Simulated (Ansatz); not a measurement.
Runs of Ansatz 0.2.0 on ZnS (Wurtzite-6H). The structure is hexagonal, space group P6_3mc (No. 186). Conventional cell: a = 3.812 Å, b = 3.812 Å, c = 18.690 Å, α = 90.00°, β = 90.00°, γ = 120.00°. Zn (site symmetry 3m) is surrounded by 4 S at 2.33 to 2.34 Å. Zn (site symmetry 3m) has 4 S at 2.33 to 2.34 Å as nearest neighbours. Around Zn (site symmetry 3m) lie 4 S at 2.33 to 2.34 Å. S (site symmetry 3m) has 4 Zn at 2.33 to 2.34 Å as nearest neighbours. S (site symmetry 3m) has 4 Zn at 2.33 to 2.34 Å as nearest neighbours. Around S (site symmetry 3m) lie 4 Zn at 2.33 to 2.34 Å. 

```csv
task,level,cell,points for each segment of the path,gap on the mesh (eV),pressure (GPa),relaxed volume (Å³/atom),largest force (eV/Å)
band structure,revPBE,as given,10,(a),4.0,-,0.03
relaxation of cell and atoms,RPBE,relaxed,-,2.05,0.0,(b),-
band structure,RPBE,as given,10,2.33,4.7,-,0.03
band structure,PBEsol,as given,10,2.02,-1.5,-,0.03
relaxation of cell and atoms,LDA,relaxed,-,2.15,0.0,18.58,-
relaxation of cell and atoms,PBEsol,relaxed,-,2.11,0.0,19.21,-
band structure,LDA,as given,10,1.91,-4.1,-,0.03
```

Alike in all rows: potentials or basis Ansatz PAW; no spin polarisation; k mesh 8 × 8 × 2; cutoff (eV) 420; smearing fermi-dirac 0.05 eV.

Task: Fill in the values left out.

Result: (a) 2.29; (b) 20.94.

Caveats: the PAW data sets come from PBE, with cores solved anew for the run's functional, which leaves a small shift of forces and pressure; the cell's inner coordinates are idealised or old, which leaves forces on the atoms (some runs); the plane-wave basis is chosen anew once the cell has moved, so the energies of steps on either side of that aren't comparable (some runs).

A k mesh can miss the band edges.
